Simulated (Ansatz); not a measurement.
Ir: the change of energy less free atoms and pressure with volume per atom

Periodic Kohn-Sham DFT of a crystal at fixed atoms; pressure and stress are positive in compression; the energy is the free energy less that of spherical unpolarised free atoms; site moments are those in the method's own spheres, positive along +z. The results are calculated, by Ansatz 0.2.0.

Cell of the first row (space group Fm-3m, No. 225):
```
CELL_PARAMETERS angstrom
0.00000 1.88050 1.88050
1.88050 0.00000 1.88050
1.88050 1.88050 0.00000
ATOMIC_POSITIONS crystal
Ir 0.00000 0.00000 0.00000
```

Settings of every row: method all-electron LAPW; functional PBE; relativity scalar; k mesh 15x15x15; filling fermi-dirac; smearing width 0.05 eV; basis error target 0.5 meV/atom; nucleus gaussian.

Atom start moment: 0 on all atoms.

Limits: no spin-orbit coupling on heavy atoms.

| row | volume per atom (Å³) | energy less free atoms (eV/atom) | pressure (GPa) |
| --- | --- | --- | --- |
| 1 | 13.3 | -9.1199 | 37.087 |
| 2 | 13.307 | -9.1215 | 36.808 |
| 3 | 13.583 | ? | ? |
| 4 | 13.866 | -9.2144 | 17.174 |
| 5 | 14.008 | -9.2276 | 12.887 |
| 6 | 14.149 | -9.2372 | 8.845 |
| 7 | 14.291 | -9.2433 | 5.036 |
| 8 | 14.432 | -9.2461 | 1.446 |
| 9 | 14.715 | -9.2428 | -5.124 |
| 10 | 14.998 | -9.2285 | -10.953 |

Question: what energy less free atoms and pressure should row 3 give?

Worked fit of energy less free atoms. Take u = (V_r/V)^(2/3) − 1 with V_r = 14.149 Å³ an atom, which is twice the finite (Eulerian) strain; such expansions in the strain, on which the Birch-Murnaghan equation of state is built, carry the rest volume and the bulk modulus. The shown rows have u = 0.04212, 0.04175, 0.01356, 0.0067, 0, -0.00664, -0.01312, -0.02581, -0.0381. Least squares give energy less free atoms = −9.23718 + 1.1702 × u + 37.466 × u² + 20.5 × u³ eV/atom; a parabola predicts inner rows, each left out in turn, worse (root mean square 0.00029 against 4.7e-05 eV/atom). The rows lie off it by 0.0000, 0.0000, 0.0000, 0.0001, 0.0000, 0.0000, 0.0000, 0.0000, 0.0000. Its lowest point lies at u = -0.0158, or V = 14.49 Å³ an atom, and the curvature there gives the bulk modulus at fixed shape and fractions, B = (4/9)(1 + u)² E″(u)/V = 347 GPa. The withheld row has u = 0.02759, so the fit gives −9.23718 + 1.1702 × (0.02759) + 37.466 × (0.02759)² + 20.5 × (0.02759)³ = -9.1759 eV/atom.

The calculation gave -9.1759 eV/atom. The fit meets it to the printed digit.

Worked fit of pressure. Take u = (V_r/V)^(2/3) − 1 with V_r = 14.149 Å³ an atom, which is twice the finite (Eulerian) strain; such expansions in the strain, on which the Birch-Murnaghan equation of state is built, carry the rest volume and the bulk modulus. The shown rows have u = 0.04212, 0.04175, 0.01356, 0.0067, 0, -0.00664, -0.01312, -0.02581, -0.0381. Least squares give pressure = 8.8522 + 588.435 × u + 1868.67 × u² + 1802 × u³ GPa; a parabola predicts inner rows, each left out in turn, worse (root mean square 0.027 against 0.0088 GPa). The rows lie off it by 0.000, 0.000, -0.005, 0.008, -0.007, 0.009, -0.004, -0.003, 0.001 (root mean square 0.0052 GPa). The pressure vanishes at u = -0.0158, or V = 14.49 Å³ an atom, and there the bulk modulus at fixed shape and fractions is B = −V dP/dV = (2/3)(1 + u) dP/du = 348 GPa. The withheld row has u = 0.02759, so the fit gives 8.8522 + 588.435 × (0.02759) + 1868.67 × (0.02759)² + 1802 × (0.02759)³ = 26.547 GPa.

The calculation gave 26.545 GPa. The fit lies 0.002 GPa (0.0042 % of the column's range) above it; its largest miss of a shown row is 0.009 GPa.
